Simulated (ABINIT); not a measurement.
# W (Fm-3m) in ABINIT: notebook

The runs below take W through real-space fields, projected density of states, with BP86+D3+U, PBE+D3.

All numbers are computed with ABINIT 10.8.3 (patched build); they aren't measurements. Logs are shortened: lines on timing, memory, paths and dates and some standing lists are left out, and cuts for length are marked. The log counts tension as positive stress, the text compression.

### Step 1. The crystal as given

The structure is cubic, space group Fm-3m (No. 225). The conventional cell has a = 4.060 Å, b = 4.060 Å, c = 4.060 Å, α = 90.00°, β = 90.00°, γ = 90.00°. W (site symmetry m-3m) is surrounded by 12 W at 2.87 Å.

This isn't the form of W at room conditions, which is bcc.

### Step 2. Real-space fields, BP86+D3+U, collinear spin, random start

run.abi reads:

```
pp_dirpath "./"
pseudos "W.GGA_PBE-JTH.xml"

structure "poscar:POSCAR"
natom 1

ecut 408.170794 eV
pawecutdg 30.0

kptopt 1
ngkpt 11 11 11
nshiftk 1
shiftk 0.0 0.0 0.0

ixc -106132
vdw_xc 6

nband 11
occopt 7
tsmear 0.00367493

nsppol 2
spinat
     0.0000000000     0.0000000000     0.3000000000

usepawu 4
lpawu 2
upawu 3.5 eV
jpawu 0.0 eV

nstep 100
tolvrs 1.0e-9

iomode 3
prtwf 0
prteig 0
prtebands 0
prtden 1
prtvha 1
prtvclmb 1
prtpot 1
```

POSCAR reads:

```
W
1.0
    0.0000000000      2.0300000000      2.0300000000
    2.0300000000      0.0000000000      2.0300000000
    2.0300000000      2.0300000000      0.0000000000
W
1
Direct
    0.0000000000      0.0000000000      0.0000000000  W
```

Potentials or basis: JTH PAW PBE v2.0.

Started as:

```bash
> abinit run.abi > log 2>&1
```

run.abo:

```text
.Version 10.8.3 of ABINIT
 Symmetries : space group Fm -3 m (#225); Bravais cF (face-center cubic)
================================================================================
 Values of the parameters that define the memory need of the present run
     intxc =       0    ionmov =       0      iscf =      17    lmnmax =      18
     lnmax =       6     mgfft =      20  mpssoang =       3    mqgrid =    3001
     natom =       1  nloc_mem =       2    nspden =       2   nspinor =       1
    nsppol =       2      nsym =      48    n1xccc =       1    ntypat =       1
    occopt =       7   xclevel =       2
       mpw =         322          nfft =        8000          nkpt =          56
 PAW method is used; the additional fine FFT grid is defined by:
   mgfftf=        30    nfftf =     27000
================================================================================
================================================================================

--------------------------------------------------------------------------------
------------- Echo of variables that govern the present computation ------------
--------------------------------------------------------------------------------
 -outvars: echo values of preprocessed input variables --------
            acell      1.0000000000E+00  1.0000000000E+00  1.0000000000E+00 Bohr
              amu      1.83850000E+02
             ecut      1.50000000E+01 Hartree
                       outvar_i_n : Printing only first  50 k-points.
              ixc     -106132
                       outvar_i_n : Printing only first  50 k-points.
         kptrlatt       11    0    0      0   11    0      0    0   11
          kptrlen      5.96763961E+01
            lpawu           2
            natom           1
            nband          11
            ngfft          20      20      20
          ngfftdg          30      30      30
             nkpt          56
           nspden           2
           nsppol           2
            nstep         100
             nsym          48
           ntypat           1
                       prtocc : prtvol=0, do not print more k-points.
                       1.000000  1.000000  1.000000  1.000000  1.000000  1.000000
                       1.000000  0.000000  0.000000  0.000000  0.000000
                       1.000000  1.000000  1.000000  1.000000  1.000000  1.000000
                       1.000000  0.000000  0.000000  0.000000  0.000000
                       1.000000  1.000000  1.000000  1.000000  1.000000  1.000000
                       1.000000  0.000000  0.000000  0.000000  0.000000
                       1.000000  1.000000  1.000000  1.000000  1.000000  1.000000
                       1.000000  0.000000  0.000000  0.000000  0.000000
                       1.000000  1.000000  1.000000  1.000000  1.000000  1.000000
                       1.000000  0.000000  0.000000  0.000000  0.000000
                       1.000000  1.000000  1.000000  1.000000  1.000000  1.000000
                       1.000000  0.000000  0.000000  0.000000  0.000000
                       1.000000  1.000000  1.000000  1.000000  1.000000  1.000000
                       1.000000  0.000000  0.000000  0.000000  0.000000
                       1.000000  1.000000  1.000000  1.000000  1.000000  1.000000
                       1.000000  0.000000  0.000000  0.000000  0.000000
                       1.000000  1.000000  1.000000  1.000000  1.000000  1.000000
[... 68 lines left out ...]
                       1.000000  0.000000  0.000000  0.000000  0.000000
                       1.000000  1.000000  1.000000  1.000000  1.000000  1.000000
                       1.000000  0.000000  0.000000  0.000000  0.000000
                       1.000000  1.000000  1.000000  1.000000  1.000000  1.000000
                       1.000000  0.000000  0.000000  0.000000  0.000000
                       1.000000  1.000000  1.000000  1.000000  1.000000  1.000000
                       1.000000  0.000000  0.000000  0.000000  0.000000
                       1.000000  1.000000  1.000000  1.000000  1.000000  1.000000
                       1.000000  0.000000  0.000000  0.000000  0.000000
                       1.000000  1.000000  1.000000  1.000000  1.000000  1.000000
                       1.000000  0.000000  0.000000  0.000000  0.000000
                       1.000000  1.000000  1.000000  1.000000  1.000000  1.000000
                       1.000000  0.000000  0.000000  0.000000  0.000000
                       1.000000  1.000000  1.000000  1.000000  1.000000  1.000000
                       1.000000  0.000000  0.000000  0.000000  0.000000
                       prtocc : prtvol=0, do not print more k-points.
           occopt           7
        pawecutdg      3.00000000E+01 Hartree
         pawxcdev           0
        prtebands           0
           prteig           0
           prtpot           1
         prtvclmb           1
           prtvha           1
            prtwf           0
            rprim      0.0000000000E+00  3.8361440356E+00  3.8361440356E+00
                       3.8361440356E+00  0.0000000000E+00  3.8361440356E+00
                       3.8361440356E+00  3.8361440356E+00  0.0000000000E+00
          spgroup         225
           spinat      0.0000000000E+00  0.0000000000E+00  3.0000000000E-01
           tolvrs      1.00000000E-09
           tsmear      3.67493000E-03 Hartree
[... 120 lines left out ...]
 Radius=ratsph(iatom), smearing ratsm=  0.0000. Diff(up-dn)=approximate z local magnetic moment.
    Atom    Radius    up_density   dn_density  Total(up+dn)  Diff(up-dn)
    1  W   2.41189     5.809679     5.809679     11.619357    -0.000000
 ------------------------------------------------------------------------------------------------------------
  Sum:                 5.809679     5.809679     11.619357    -0.000000
 Total magnetization (from the atomic spheres):               -0.000000
 Total magnetization (exact up - dn):                         -0.000000

 ---------- DFT+U DATA ---------------------------------------------------

 ====== For Atom     1, occupations for correlated orbitals. lpawu =   2

 Atom   1. Occ. for lpawu and for spin  1 =   1.47553
 Atom   1. Occ. for lpawu and for spin  2 =   1.47553
 => On atom   1,  local Mag. for lpawu is        0.000000

 == Occupation matrix for correlated orbitals:

 Occupation matrix for spin  1
     0.33163    0.00000    0.00000    0.00000    0.00000
     0.00000    0.33163    0.00000    0.00000    0.00000
     0.00000    0.00000    0.24032    0.00000    0.00000
     0.00000    0.00000    0.00000    0.33163    0.00000
     0.00000    0.00000    0.00000    0.00000    0.24032

 Occupation matrix for spin  2
     0.33163    0.00000    0.00000    0.00000    0.00000
     0.00000    0.33163    0.00000    0.00000    0.00000
     0.00000    0.00000    0.24032    0.00000    0.00000
     0.00000    0.00000    0.00000    0.33163    0.00000
     0.00000    0.00000    0.00000    0.00000    0.24032

================================================================================

 ----iterations are completed or convergence reached----

 Mean square residual over all n,k,spin=   46.435E-09; max=  17.483E-06
 reduced coordinates (array xred) for    1 atoms
       0.000000000000      0.000000000000      0.000000000000
 rms dE/dt=  0.0000E+00; max dE/dt=  0.0000E+00; dE/dt below (all hartree)
    1       0.000000000000      0.000000000000      0.000000000000

 cartesian coordinates (angstrom) at end:
    1      0.00000000000000     0.00000000000000     0.00000000000000

 cartesian forces (hartree/bohr) at end:
    1     -0.00000000000000    -0.00000000000000    -0.00000000000000
 frms,max,avg= 0.0000000E+00 0.0000000E+00   0.000E+00  0.000E+00  0.000E+00 h/b

 cartesian forces (eV/Angstrom) at end:
    1     -0.00000000000000    -0.00000000000000    -0.00000000000000
 frms,max,avg= 0.0000000E+00 0.0000000E+00   0.000E+00  0.000E+00  0.000E+00 e/A
 length scales=  1.000000000000  1.000000000000  1.000000000000 bohr
              =  0.529177210544  0.529177210544  0.529177210544 angstroms
 Fermi (or HOMO) energy (hartree) =   0.33105   Average Vxc (hartree)=  -0.47790
 Magnetization (Bohr magneton)=  4.76818149E-08
 Total spin up =  6.99999998E+00   Total spin down =  7.00000002E+00
 Eigenvalues (hartree) for nkpt=  56  k points, SPIN UP:
 kpt#   1, nband= 11, wtk=  0.00075, kpt=  0.0000  0.0000  0.0000 (reduced coord)
  -2.40238   -1.06533   -1.06533   -1.06533   -0.00845    0.30957    0.30957    0.30957
   0.43214    0.43214    0.79900
      occupation numbers for kpt#   1
   1.00000    1.00000    1.00000    1.00000    1.00000    1.00000    1.00000    1.00000
   0.00000    0.00000    0.00000
 prteigrs : prtvol=0 or 1, do not print more k-points.

 Eigenvalues (hartree) for nkpt=  56  k points, SPIN DOWN:
 kpt#   1, nband= 11, wtk=  0.00075, kpt=  0.0000  0.0000  0.0000 (reduced coord)
  -2.40238   -1.06533   -1.06533   -1.06533   -0.00845    0.30957    0.30957    0.30957
   0.43214    0.43214    0.79900
      occupation numbers for kpt#   1
   1.00000    1.00000    1.00000    1.00000    1.00000    1.00000    1.00000    1.00000
   0.00000    0.00000    0.00000
 prteigrs : prtvol=0 or 1, do not print more k-points.

--- !EnergyTerms
iteration_state     : {dtset: 1, }
comment             : Components of total free energy in Hartree
kinetic             :  6.68533347249089E+00
hartree             :  1.03769797494416E+01
xc                  : -7.68025525081684E+00
Ewald energy        : -5.85635574543439E+01
psp_core            :  5.83688214870982E+00
local_psp           : -2.91976584474933E+01
PAW spherical_terms :  3.58469282968745E+00
VdWaals_dft_d       : -4.20015523803206E-02
internal            : -6.89995845047046E+01
'-kT*entropy'       : -2.41208937695458E-04
total_energy        : -6.89998257136423E+01
total_energy_eV     : -1.87758090839929E+03
...

--- !EnergyTermsDC
iteration_state     : {dtset: 1, }
comment             : '"Double-counting" decomposition of free energy'
band_energy         : -9.91664888223687E+00
Ewald energy        : -5.85635574543439E+01
psp_core            :  5.83688214870982E+00
xc_dc               : -1.38343294458111E+01
PAW spherical_terms :  7.52007296042686E+00
VdWaals_dft_d       : -4.20015523803206E-02
internal            : -6.89995822256355E+01
'-kT*entropy'       : -2.41208937695458E-04
total_energy_dc     : -6.89998234345732E+01
total_energy_dc_eV  : -1.87758084638266E+03
...

--- !EnergyTermsWithPAWCore
iteration_state     : {dtset: 1, }
comment             : 'Components of total free energy, including PAW core contributions'
Total energy        : -1.61447862326245E+04
Total energy DC     : -1.61447862303454E+04
Total energy (eV)   : -4.39322014034741E+05
Total energy DC (eV): -4.39322013972724E+05
...

 Cartesian components of stress tensor (hartree/bohr^3)
  sigma(1 1)=  4.20213482E-04  sigma(3 2)=  0.00000000E+00
  sigma(2 2)=  4.20213482E-04  sigma(3 1)=  0.00000000E+00
  sigma(3 3)=  4.20213482E-04  sigma(2 1)=  0.00000000E+00

-Cartesian components of stress tensor (GPa)         [Pressure= -1.2363E+01 GPa]
- sigma(1 1)=  1.23631075E+01  sigma(3 2)=  0.00000000E+00
- sigma(2 2)=  1.23631075E+01  sigma(3 1)=  0.00000000E+00
- sigma(3 3)=  1.23631075E+01  sigma(2 1)=  0.00000000E+00

== END DATASET(S) ==============================================================
================================================================================

 -outvars: echo values of variables after computation  --------
            acell      1.0000000000E+00  1.0000000000E+00  1.0000000000E+00 Bohr
           etotal     -6.8999823435E+01
            fcart     -0.0000000000E+00 -0.0000000000E+00 -0.0000000000E+00
            rprim      0.0000000000E+00  3.8361440356E+00  3.8361440356E+00
                       3.8361440356E+00  0.0000000000E+00  3.8361440356E+00
                       3.8361440356E+00  3.8361440356E+00  0.0000000000E+00
           strten      4.2021348205E-04  4.2021348205E-04  4.2021348205E-04
                       0.0000000000E+00  0.0000000000E+00  0.0000000000E+00
 Calculation completed.
```

It took 10 s on 1 thread of Intel Xeon 6975P-C (Granite Rapids), shared host; peak memory 0.12 GiB.

Results:

* Free energy: -1877.5808 eV
* Band gap on the k mesh: none (metal or under the smearing width)
* Net moment: 0.00 μB per cell
* Valence electrons inside the program's atomic spheres: W 11.62 (radii [1.2763] Å)

Eigenvalues of the final occupation matrices:
```csv
site,spin,trace,eigenvalues
atom 1,1,1.48,0.24 0.24 0.33 0.33 0.33
atom 1,2,1.48,0.24 0.24 0.33 0.33 0.33
```

Caveat: Libxc's GGAs can fail where the two spin gradients oppose each other; the cutoff is too short for stress, so the log's stress isn't used; the PAW data sets were made with another functional, which shifts forces and pressure a little; pairwise dispersion overbinds metals, which lowers pressure and volume; the U is typed as a test and isn't derived for this compound. The state reached can hang on the start; a lower one may exist.

### Step 3. Projected density of states, PBE+D3, spin-orbit coupling, no magnetisation

run.abi reads:

```
ndtset 2

pp_dirpath "./"
pseudos "W.GGA_PBE-JTH.xml"

structure "poscar:POSCAR"
natom 1

ecut 571.439111 eV
pawecutdg 42.0

ixc 11
vdw_xc 6

occopt 7
tsmear 0.05 eV

nspinor 2
nspden 1
pawspnorb 1

nstep 100
diemac 12.0
wfoptalg 10
nnsclo 3

iomode 3
prtwf 0
prteig 0
prtebands 0
prtden1 1

kptopt1 4
ngkpt1 11 11 11
nshiftk1 1
shiftk1 0.0 0.0 0.0
nband1 22
tolvrs1 1.0e-9

iscf2 -3
getden2 1
nband2 26
nbdbuf2 2
tolwfr2 1.0e-10
kptopt2 4
ngkpt2 15 15 15
nshiftk2 1
shiftk2 0.0 0.0 0.0
prtdos2 3
dosdeltae2 0.02 eV
natsph 1
iatsph 1
```

POSCAR is that of step 2.

Potentials or basis: JTH PAW PBE v2.0.

Started as:

```bash
> abinit run.abi > log 2>&1
```

Wall time 2.4 min (1 thread of Intel Xeon 6975P-C (Granite Rapids), shared host); peak memory 0.16 GiB.

It converged, with:

- Free energy: -1879.5600 eV
- Pressure: -11.3 GPa
- Band gap on the k mesh: none (metal or under the smearing width)
- Valence electrons inside the program's atomic spheres: W 11.67 (radii [1.2763] Å)

Levels at points of the mesh, in eV from the Fermi level:
| k point | band 12 | band 13 | band 14 | band 15 | band 16 | band 17 |
| --- | --- | --- | --- | --- | --- | --- |
| (0.00, 0.00, 0.00) | -0.84 | -0.84 | -0.84 | -0.34 | -0.34 | 2.45 |

States per cell in windows of 1 eV (zero at the Fermi level; states under -8 eV left out):
| from (eV) | total | W1 d | W1 p | W1 s | W1 f |
| --- | --- | --- | --- | --- | --- |
| -8.0 | 0.09 | 0.00 | 0.00 | 0.03 | 0.00 |
| -7.0 | 0.15 | 0.01 | 0.01 | 0.05 | 0.00 |
| -6.0 | 0.46 | 0.12 | 0.02 | 0.10 | 0.00 |
| -5.0 | 0.91 | 0.38 | 0.03 | 0.10 | 0.00 |
| -4.0 | 0.85 | 0.47 | 0.03 | 0.03 | 0.00 |
| -3.0 | 1.00 | 0.57 | 0.06 | 0.01 | 0.01 |
| -2.0 | 1.36 | 0.79 | 0.09 | 0.02 | 0.01 |
| -1.0 | 1.13 | 0.70 | 0.07 | 0.02 | 0.01 |
| 0.0 | 0.94 | 0.65 | 0.04 | 0.01 | 0.01 |
| 1.0 | 0.95 | 0.70 | 0.03 | 0.01 | 0.01 |
| 2.0 | 0.69 | 0.55 | 0.02 | 0.00 | 0.01 |
| 3.0 | 0.75 | 0.62 | 0.01 | 0.00 | 0.01 |
| 4.0 | 1.10 | 0.96 | 0.01 | 0.01 | 0.01 |
| 5.0 | 0.54 | 0.45 | 0.02 | 0.01 | 0.00 |
| 6.0 | 0.45 | 0.30 | 0.03 | 0.03 | 0.01 |
| 7.0 | 0.42 | 0.19 | 0.04 | 0.06 | 0.01 |

Caveat: pairwise dispersion overbinds metals, which lowers pressure and volume.

### Step 4. The reference run

An earlier run on the cell as given: functional PBE; potentials or basis JTH PAW PBE v2.0; cutoff 408 eV; k mesh 11 × 11 × 11; occupations fermi-dirac, width 0.05 eV; no spin polarisation.

* Band gap on the k mesh: none (metal or under the smearing width)
* Valence electrons inside the program's atomic spheres: W 11.65 (radii [1.2763] Å)

### Step 5. The runs side by side

| task | level | spin | U | cutoff (eV) | smearing | double counting (usepawu) | fine-grid cutoff | model dielectric constant (diemac) | eigensolver (wfoptalg) | inner loops (nnsclo) | other keys | gap on the mesh (eV) |
| --- | --- | --- | --- | --- | --- | --- | --- | --- | --- | --- | --- | --- |
| real-space fields | BP86+D3+U | collinear, random start | W d U = 3.5 eV | 408 | gaussian 0.1 eV | 4 | 816.342 eV | - | - | - | - | none |
| projected density of states | PBE+D3 | SOC, no magnetisation | - | 571 | gaussian 0.05 eV | - | 1142.88 eV | 12 | 10 | 3 | diemac = 12; wfoptalg = 10; nnsclo = 3 | none |
| single point | PBE | off | - | 408 | fermi-dirac 0.05 eV | - | 816.342 eV | - | - | - | - | none |

Alike in all rows: potentials or basis JTH PAW PBE v2.0; cell as given; k mesh 11 × 11 × 11.

Caveats: pairwise dispersion overbinds metals, which lowers pressure and volume (some runs); Libxc's GGAs can fail where the two spin gradients oppose each other (some runs); the PAW data sets were made with another functional, which shifts forces and pressure a little (some runs); the U is typed as a test and isn't derived for this compound (some runs).

Total energies depend on the potentials used, so only differences within one code and one set of settings carry meaning.
